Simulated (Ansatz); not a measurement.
**Tantalum, bcc under r²SCAN: how the Gaussian smearing moves the result**

A convergence test of the Gaussian smearing width. The geometry was relaxed under r²SCAN beforehand and stays fixed; 7 values are run, from 0.01 to 1.0 eV. Wanted are the values from which on the energy stays within 10 and 1 meV/atom, and the pressure within 0.5 GPa, of the narrowest run. Within the series other settings stay, but some runs also write fields, which adds to their time. Spin polarisation is left out.

Program: Ansatz 0.2.0. Level of theory: DFT r²SCAN, plane waves with PAW, scalar-relativistic. These are calculated values, not measurements.

## (1) Starting point

Symmetry: Im-3m, No. 229, cubic system. The conventional cell has a = 3.307 Å, b = 3.307 Å, c = 3.307 Å, α = 90.00°, β = 90.00°, γ = 90.00°. Ta (site symmetry m-3m) is surrounded by 8 Ta at 2.86 Å.

Structure file:

```cif
data_structure
_symmetry_space_group_name_H-M 'Im-3m'
_symmetry_Int_Tables_number 229
_cell_length_a 3.3067
_cell_length_b 3.3067
_cell_length_c 3.3067
_cell_angle_alpha 90.000
_cell_angle_beta 90.000
_cell_angle_gamma 90.000
_cell_volume 36.16
loop_
_atom_site_label
_atom_site_type_symbol
_atom_site_symmetry_multiplicity
_atom_site_Wyckoff_symbol
_atom_site_fract_x
_atom_site_fract_y
_atom_site_fract_z
_atom_site_occupancy
Ta1 Ta 2 a 0.00000 0.00000 0.00000 1
```

## (2) With a width of 0.01 eV

The run at 0.01 eV.

Contents of input.yaml:

```yaml
crystal:
  lattice:
    - [-1.6533592789, 1.6533592789, 1.6533592789]
    - [1.6533592789, -1.6533592789, 1.6533592789]
    - [1.6533592789, 1.6533592789, -1.6533592789]
  atoms:
    - { symbol: Ta, position: [0.0, 0.0, 0.0] }
hamiltonian:
  xc: r2scan
  pseudopotentials:
    kind: paw
    azcp:
      Ta: "pseudopotentials/Ta.paw.azcp"
basis:
  ecutwfc: 500
  fft_grid_basis: typed
kpoints:
  mp_grid: { grid: [13, 13, 13], shift: [0, 0, 0] }
magnetization:
  spin_polarized: false
scf:
  occupations: { method: gaussian, width: 0.01 }
  lower_state_search: "off"
output:
  stress: true
  write_density: true
  write_potential: true
  elf: true
  volumetric_format: npy
```

On the command line:

```sh
ansatz run input.yaml --threads 2 --pin off --max-ram 5120MiB --backend cpu --events-out ev --progress --plain --runs-dir out
```

Output, shortened:

```text
Warning: RAYON_NUM_THREADS=2 ignored (pool sized by the plan → 2); use --threads N
[...]
Pseudopotentials: kind: paw
Pseudopotential: Ta, paw, valence charge 13, recommended cutoff 500 eV (meta_gga), <dir>
Functional definition: r2SCAN
[...]
Crystal: 1 atoms, lattice volume = 18.078 Å³
Basis set: ecut = 500 eV, 459 PW (Γ), exchange–correlation on 96×96×96 points (64 copies of the dense FFT grid, shifted against one another)
Bands: 11, of which v1, the nominal top of the filled ones, is band 7 counted from 1 (6 counted from 0)
Symmetry: 48 space group operations
Space group: Im-3m (ITA 229), of the structure as read, at distance tolerance 2.6e-5 Å
k-points: 84 of 2197
[...]
SCF iter   1: F=-9944.319688 eV  HF=-9944.302400 eV  |F-HF|=1.73e-2  |Δ(HF+E_count)|=         —  Δρ=6.12e-3  dr2=1.61e-3  dr2_τ=1.53e-2  ethr=1.77e-3  ⟨swp⟩=6.0  Hψ=5438  notcnv=0
[...]
SCF iter   6: F=-9944.320819 eV  HF=-9944.320819 eV  |F-HF|=6.12e-9  |Δ(HF+E_count)|=   1.88e-8  Δρ=1.13e-5  dr2=8.59e-9  dr2_τ=5.08e-9  ethr=5.80e-10  ⟨swp⟩=7.8  Hψ=5346  notcnv=0
[...]
SCF converged after 6 iterations
Free energy (F): -9944.320819 eV
[...]
E sigma→0 (E₀):  -9944.320752 eV
Entropy (-TS):   -0.000135 eV (-0.135 meV/atom)
Fermi energy:    18.380542 eV
[...]
--- Stress (GPa, compression-positive) ---
       -0.051892      -0.000000       0.000000
       -0.000000      -0.051892       0.000000
       -0.000000       0.000000      -0.051892
  P = ⅓ Tr σ = -0.0519 GPa (-0.519 kbar)
--- Band table (eV; the first three rows and the last of 84) ---
  k-point 0: bands = ["-50.5044", "-15.7736", "-15.7736", "-15.7736", "10.1247", "19.2453", "19.2453", "19.2453", "22.7250", "22.7250", "33.6717"]
[...]
```

Run time: 3.1 s. Hardware: 2 threads of Arm Neoverse N1, shared host; peak memory 0.34 GiB.

## (3) With a width of 0.03 eV

The run at 0.03 eV.

input.yaml: that of step 2 with these lines changed.

```diff
@@ -21,3 +21,3 @@
 scf:
-  occupations: { method: gaussian, width: 0.01 }
+  occupations: { method: gaussian, width: 0.03 }
   lower_state_search: "off"
```

On the command line:

```sh
ansatz run input.yaml --threads 2 --pin off --max-ram 5120MiB --backend cpu --events-out ev --progress --plain --runs-dir out
```

Output, shortened:

```text
Warning: RAYON_NUM_THREADS=2 ignored (pool sized by the plan → 2); use --threads N
[...]
[... 3 set-up lines as earlier in the session ...]
[...]
Crystal: 1 atoms, lattice volume = 18.078 Å³
Basis set: ecut = 500 eV, 459 PW (Γ), exchange–correlation on 96×96×96 points (64 copies of the dense FFT grid, shifted against one another)
Bands: 11, of which v1, the nominal top of the filled ones, is band 7 counted from 1 (6 counted from 0)
[... 2 set-up lines as earlier in the session ...]
k-points: 84 of 2197
[...]
SCF iter   1: F=-9944.320050 eV  HF=-9944.302758 eV  |F-HF|=1.73e-2  |Δ(HF+E_count)|=         —  Δρ=6.11e-3  dr2=1.61e-3  dr2_τ=1.54e-2  ethr=1.77e-3  ⟨swp⟩=6.0  Hψ=5499  notcnv=0
[...]
SCF iter   6: F=-9944.321109 eV  HF=-9944.321109 eV  |F-HF|=1.71e-8  |Δ(HF+E_count)|=   1.56e-7  Δρ=1.59e-5  dr2=1.77e-8  dr2_τ=7.29e-9  ethr=7.69e-10  ⟨swp⟩=10.1  Hψ=5527  notcnv=0
[...]
SCF converged after 6 iterations
Free energy (F): -9944.321109 eV
[...]
E sigma→0 (E₀):  -9944.320874 eV
Entropy (-TS):   -0.000469 eV (-0.469 meV/atom)
Fermi energy:    18.386190 eV
[...]
--- Stress (GPa, compression-positive) ---
       -0.037997      -0.000000       0.000000
       -0.000000      -0.037997      -0.000000
       -0.000000      -0.000000      -0.037997
  P = ⅓ Tr σ = -0.0380 GPa (-0.380 kbar)
--- Band table (eV; the first three rows and the last of 84) ---
  k-point 0: bands = ["-50.5049", "-15.7741", "-15.7741", "-15.7741", "10.1248", "19.2452", "19.2452", "19.2452", "22.7247", "22.7247", "33.6716"]
[...]
```

It took 3.1 s on 2 threads of Arm Neoverse N1, shared host; peak memory 0.34 GiB.

## (4) With a width of 0.1 eV

The run at 0.1 eV.

input.yaml: that of step 3 with these lines changed.

```diff
@@ -21,3 +21,3 @@
 scf:
-  occupations: { method: gaussian, width: 0.03 }
+  occupations: { method: gaussian, width: 0.1 }
   lower_state_search: "off"
@@ -25,5 +25 @@
   stress: true
-  write_density: true
-  write_potential: true
-  elf: true
-  volumetric_format: npy
```

On the command line:

```sh
ansatz run input.yaml --threads 2 --pin off --max-ram 5120MiB --backend cpu --events-out ev --progress --plain --runs-dir out
```

Output, shortened:

```text
Warning: RAYON_NUM_THREADS=2 ignored (pool sized by the plan → 2); use --threads N
[...]
[... 3 set-up lines as earlier in the session ...]
[...]
Crystal: 1 atoms, lattice volume = 18.078 Å³
Basis set: ecut = 500 eV, 459 PW (Γ), exchange–correlation on 96×96×96 points (64 copies of the dense FFT grid, shifted against one another)
Bands: 11, of which v1, the nominal top of the filled ones, is band 7 counted from 1 (6 counted from 0)
[... 2 set-up lines as earlier in the session ...]
k-points: 84 of 2197
[...]
SCF iter   1: F=-9944.322613 eV  HF=-9944.305312 eV  |F-HF|=1.73e-2  |Δ(HF+E_count)|=         —  Δρ=6.09e-3  dr2=1.65e-3  dr2_τ=1.54e-2  ethr=1.77e-3  ⟨swp⟩=5.5  Hψ=5528  notcnv=0
[...]
SCF iter   6: F=-9944.323527 eV  HF=-9944.323527 eV  |F-HF|=5.47e-9  |Δ(HF+E_count)|=   3.29e-7  Δρ=8.90e-6  dr2=5.68e-9  dr2_τ=4.94e-9  ethr=7.69e-10  ⟨swp⟩=2.9  Hψ=3423  notcnv=0
[...]
SCF converged after 6 iterations
Free energy (F): -9944.323527 eV
[...]
E sigma→0 (E₀):  -9944.320510 eV
Entropy (-TS):   -0.006035 eV (-6.035 meV/atom)
Fermi energy:    18.386292 eV
[...]
--- Stress (GPa, compression-positive) ---
        0.055949       0.000000       0.000000
       -0.000000       0.055949       0.000000
       -0.000000      -0.000000       0.055949
  P = ⅓ Tr σ = 0.0559 GPa (0.559 kbar)
```

It took 2.4 s on 2 threads of Arm Neoverse N1, shared host; peak memory 0.33 GiB.

## (5) With a width of 0.2 eV

The run at 0.2 eV.

input.yaml: that of step 4 with these lines changed.

```diff
@@ -21,3 +21,3 @@
 scf:
-  occupations: { method: gaussian, width: 0.1 }
+  occupations: { method: gaussian, width: 0.2 }
   lower_state_search: "off"
```

On the command line:

```sh
ansatz run input.yaml --threads 2 --pin off --max-ram 5120MiB --backend cpu --events-out ev --progress --plain --runs-dir out
```

Output, shortened:

```text
Warning: RAYON_NUM_THREADS=2 ignored (pool sized by the plan → 2); use --threads N
[...]
[... 3 set-up lines as earlier in the session ...]
[...]
Crystal: 1 atoms, lattice volume = 18.078 Å³
Basis set: ecut = 500 eV, 459 PW (Γ), exchange–correlation on 96×96×96 points (64 copies of the dense FFT grid, shifted against one another)
Bands: 11, of which v1, the nominal top of the filled ones, is band 7 counted from 1 (6 counted from 0)
[... 2 set-up lines as earlier in the session ...]
k-points: 84 of 2197
[...]
SCF iter   1: F=-9944.332052 eV  HF=-9944.314921 eV  |F-HF|=1.71e-2  |Δ(HF+E_count)|=         —  Δρ=6.10e-3  dr2=1.66e-3  dr2_τ=1.53e-2  ethr=1.77e-3  ⟨swp⟩=5.0  Hψ=5245  notcnv=0
[...]
SCF iter   6: F=-9944.332998 eV  HF=-9944.332998 eV  |F-HF|=4.55e-9  |Δ(HF+E_count)|=   2.96e-7  Δρ=9.38e-6  dr2=6.49e-9  dr2_τ=5.07e-9  ethr=7.69e-10  ⟨swp⟩=2.9  Hψ=3450  notcnv=0
[...]
SCF converged after 6 iterations
Free energy (F): -9944.332998 eV
[...]
E sigma→0 (E₀):  -9944.320375 eV
Entropy (-TS):   -0.025245 eV (-25.245 meV/atom)
Fermi energy:    18.397093 eV
[...]
--- Stress (GPa, compression-positive) ---
       -0.014192      -0.000000       0.000000
        0.000000      -0.014192      -0.000000
       -0.000000      -0.000000      -0.014192
  P = ⅓ Tr σ = -0.0142 GPa (-0.142 kbar)
```

Run time: 2.4 s. Hardware: 2 threads of Arm Neoverse N1, shared host; peak memory 0.33 GiB.

## (6) With a width of 0.3 eV

The run at 0.3 eV.

input.yaml: that of step 5 with these lines changed.

```diff
@@ -21,3 +21,3 @@
 scf:
-  occupations: { method: gaussian, width: 0.2 }
+  occupations: { method: gaussian, width: 0.3 }
   lower_state_search: "off"
```

On the command line:

```sh
ansatz run input.yaml --threads 2 --pin off --max-ram 5120MiB --backend cpu --events-out ev --progress --plain --runs-dir out
```

Output, shortened:

```text
Warning: RAYON_NUM_THREADS=2 ignored (pool sized by the plan → 2); use --threads N
[...]
[... 3 set-up lines as earlier in the session ...]
[...]
Crystal: 1 atoms, lattice volume = 18.078 Å³
Basis set: ecut = 500 eV, 459 PW (Γ), exchange–correlation on 96×96×96 points (64 copies of the dense FFT grid, shifted against one another)
Bands: 11, of which v1, the nominal top of the filled ones, is band 7 counted from 1 (6 counted from 0)
[... 2 set-up lines as earlier in the session ...]
k-points: 84 of 2197
[...]
SCF iter   1: F=-9944.347534 eV  HF=-9944.330522 eV  |F-HF|=1.70e-2  |Δ(HF+E_count)|=         —  Δρ=6.11e-3  dr2=1.67e-3  dr2_τ=1.53e-2  ethr=1.77e-3  ⟨swp⟩=5.2  Hψ=4929  notcnv=0
[...]
SCF iter   6: F=-9944.348572 eV  HF=-9944.348572 eV  |F-HF|=8.26e-9  |Δ(HF+E_count)|=   2.45e-7  Δρ=1.23e-5  dr2=1.25e-8  dr2_τ=7.99e-9  ethr=7.69e-10  ⟨swp⟩=2.8  Hψ=3460  notcnv=0
[...]
SCF converged after 6 iterations
Free energy (F): -9944.348572 eV
[...]
E sigma→0 (E₀):  -9944.320839 eV
Entropy (-TS):   -0.055468 eV (-55.468 meV/atom)
Fermi energy:    18.414745 eV
[...]
--- Stress (GPa, compression-positive) ---
        0.009192      -0.000000       0.000000
       -0.000000       0.009192      -0.000000
        0.000000      -0.000000       0.009192
  P = ⅓ Tr σ = 0.0092 GPa (0.092 kbar)
```

It took 2.3 s on 2 threads of Arm Neoverse N1, shared host; peak memory 0.33 GiB.

## (7) With a width of 0.6 eV

The run at 0.6 eV.

input.yaml: that of step 6 with these lines changed.

```diff
@@ -21,3 +21,3 @@
 scf:
-  occupations: { method: gaussian, width: 0.3 }
+  occupations: { method: gaussian, width: 0.6 }
   lower_state_search: "off"
@@ -25 +25,5 @@
   stress: true
+  write_density: true
+  write_potential: true
+  elf: true
+  volumetric_format: npy
```

On the command line:

```sh
ansatz run input.yaml --threads 2 --pin off --max-ram 5120MiB --backend cpu --events-out ev --progress --plain --runs-dir out
```

Output, shortened:

```text
Warning: RAYON_NUM_THREADS=2 ignored (pool sized by the plan → 2); use --threads N
[...]
[... 3 set-up lines as earlier in the session ...]
[...]
Crystal: 1 atoms, lattice volume = 18.078 Å³
Basis set: ecut = 500 eV, 459 PW (Γ), exchange–correlation on 96×96×96 points (64 copies of the dense FFT grid, shifted against one another)
Bands: 11, of which v1, the nominal top of the filled ones, is band 7 counted from 1 (6 counted from 0)
[... 2 set-up lines as earlier in the session ...]
k-points: 84 of 2197
[...]
SCF iter   1: F=-9944.427943 eV  HF=-9944.411194 eV  |F-HF|=1.67e-2  |Δ(HF+E_count)|=         —  Δρ=6.20e-3  dr2=1.71e-3  dr2_τ=1.55e-2  ethr=1.77e-3  ⟨swp⟩=5.1  Hψ=4971  notcnv=0
[...]
SCF iter   6: F=-9944.429012 eV  HF=-9944.429012 eV  |F-HF|=1.99e-8  |Δ(HF+E_count)|=   8.59e-8  Δρ=1.78e-5  dr2=2.61e-8  dr2_τ=1.21e-8  ethr=7.69e-10  ⟨swp⟩=9.1  Hψ=6319  notcnv=0
[...]
SCF converged after 6 iterations
Free energy (F): -9944.429012 eV
[...]
E sigma→0 (E₀):  -9944.325153 eV
Entropy (-TS):   -0.207717 eV (-207.717 meV/atom)
Fermi energy:    18.478366 eV
[...]
--- Stress (GPa, compression-positive) ---
        0.618176      -0.000000       0.000000
        0.000000       0.618176       0.000000
        0.000000      -0.000000       0.618176
  P = ⅓ Tr σ = 0.6182 GPa (6.182 kbar)
--- Band table (eV; the first three rows and the last of 84) ---
  k-point 0: bands = ["-50.4913", "-15.7624", "-15.7624", "-15.7624", "10.1255", "19.2504", "19.2504", "19.2504", "22.7295", "22.7295", "33.6721"]
[...]
```

Run time: 3 s. Hardware: 2 threads of Arm Neoverse N1, shared host; peak memory 0.34 GiB.

## (8) With a width of 1.0 eV

The run at 1.0 eV.

input.yaml: that of step 7 with these lines changed.

```diff
@@ -21,3 +21,3 @@
 scf:
-  occupations: { method: gaussian, width: 0.6 }
+  occupations: { method: gaussian, width: 1.0 }
   lower_state_search: "off"
@@ -25,5 +25 @@
   stress: true
-  write_density: true
-  write_potential: true
-  elf: true
-  volumetric_format: npy
```

On the command line:

```sh
ansatz run input.yaml --threads 2 --pin off --max-ram 5120MiB --backend cpu --events-out ev --progress --plain --runs-dir out
```

Output, shortened:

```text
Warning: RAYON_NUM_THREADS=2 ignored (pool sized by the plan → 2); use --threads N
band count auto-derived: 12 (N_el = 13.0; filled up to band 7; 11 by the electrons, moments and atoms)
[...]
[... 3 set-up lines as earlier in the session ...]
[...]
Crystal: 1 atoms, lattice volume = 18.078 Å³
Basis set: ecut = 500 eV, 459 PW (Γ), exchange–correlation on 96×96×96 points (64 copies of the dense FFT grid, shifted against one another)
Bands: 12, of which v1, the nominal top of the filled ones, is band 7 counted from 1 (6 counted from 0)
[... 2 set-up lines as earlier in the session ...]
k-points: 84 of 2197
[...]
SCF iter   1: F=-9944.601378 eV  HF=-9944.584763 eV  |F-HF|=1.66e-2  |Δ(HF+E_count)|=         —  Δρ=6.46e-3  dr2=1.99e-3  dr2_τ=1.61e-2  ethr=1.77e-3  ⟨swp⟩=5.1  Hψ=5260  notcnv=0
[...]
SCF iter   6: F=-9944.602635 eV  HF=-9944.602635 eV  |F-HF|=9.46e-11  |Δ(HF+E_count)|=   7.59e-9  Δρ=9.78e-7  dr2=6.14e-11  dr2_τ=5.20e-11  ethr=4.97e-11  ⟨swp⟩=1.8  Hψ=3121  notcnv=0
[...]
SCF converged after 6 iterations
Free energy (F): -9944.602635 eV
[...]
E sigma→0 (E₀):  -9944.345140 eV
Entropy (-TS):   -0.514991 eV (-514.991 meV/atom)
Fermi energy:    18.581551 eV
[...]
--- Stress (GPa, compression-positive) ---
        2.089336       0.000000      -0.000000
       -0.000000       2.089336       0.000000
        0.000000       0.000000       2.089336
  P = ⅓ Tr σ = 2.0893 GPa (20.893 kbar)
```

Run time: 2.5 s. Hardware: 2 threads of Arm Neoverse N1, shared host; peak memory 0.33 GiB.

## (9) All values side by side

Differences are taken from the run at 0.01 eV.

```csv
smearing (eV),F (meV/atom),E(σ → 0) (meV/atom),P (GPa),SCF cycles,CPU time
0.01,0.00,0.00,-0.05,6,5.7 s
0.03,-0.29,-0.12,-0.04,6,5.7 s
0.1,-2.71,0.24,0.06,6,4.3 s
0.2,-12.18,0.38,-0.01,6,4.3 s
0.3,-27.75,-0.09,0.01,6,4.3 s
0.6,-108.19,-4.40,0.62,6,5.6 s
1.0,-281.82,-24.39,2.09,6,4.5 s
```

## (10) Results

| quantity | value |
| --- | --- |
| E(σ → 0) stays within 10 meV/atom of 0.01 eV | up to 0.6 eV |
| E(σ → 0) stays within 1 meV/atom | up to 0.3 eV |
| pressure stays within 0.5 GPa | up to 0.3 eV |
| pressure at 0.01 eV | -0.05 GPa |
| energy of a separate run on a finer mesh (22×22×22) | +2.0 meV/atom from 0.01 eV |

**Reading.** The far end, 1.0 eV, lies -24.4 meV/atom and +2.1 GPa from the yardstick. The free energy F moves by -281.8 meV/atom over the range, and the estimate for σ → 0 by -24.4. With this scheme F falls about as the square of the width. The mesh (13×13×13) is fixed, so the narrowest widths carry a k-point error of their own. The yardstick itself is unsettled by 2.0 meV/atom against the finer mesh, so the thresholds above hold only within this series, and wider smearing, which averages over more states, can land nearer the fine-mesh value than the narrowest does.
